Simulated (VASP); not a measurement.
Crystal: SiC (Moissanite 3C).

```
Si C
1.0
     0.00000    2.17900    2.17900
     2.17900    0.00000    2.17900
     2.17900    2.17900    0.00000
Si C
1 1
Direct
  0.00000 0.00000 0.00000
  0.25000 0.25000 0.25000
```

* Program: VASP 6.6.1
* Task: relaxation of cell and atoms
* Functional: LDA
* Potentials or basis: VASP PAW LDA potentials, release 64 (Si, C)
* Cutoff: 600 eV
* k mesh: 10 × 10 × 10
* Occupations: gaussian, width 0.03 eV
* Spin: no spin polarisation

At the start: pressure -4.2 GPa; volume 10.35 Å³/atom.

How do energy, volume and symmetry change on relaxing?

Over 3 steps the energy falls by 2.6 meV/atom and the volume is 10.15 Å³/atom (-1.9 %); space group F-43m (No. 216, to 0.05 Å).

Step by step:
```
step  energy change (eV)  largest force (eV/Å)  pressure (GPa)  volume (Å³)
   1              0.0000                0.0000           -4.18        20.69
   2              0.0009                0.0000            4.83        19.89
   3             -0.0052                0.0000           -0.02        20.30
```

Final structure:
```yaml
crystal:
  lattice:
    - [0.00000, 2.16528, 2.16528]
    - [2.16528, 0.00000, 2.16528]
    - [2.16528, 2.16528, 0.00000]
  atoms:
    - { symbol: Si, position: [0.00000, 0.00000, 0.00000] }
    - { symbol: C, position: [0.25000, 0.25000, 0.25000] }
```
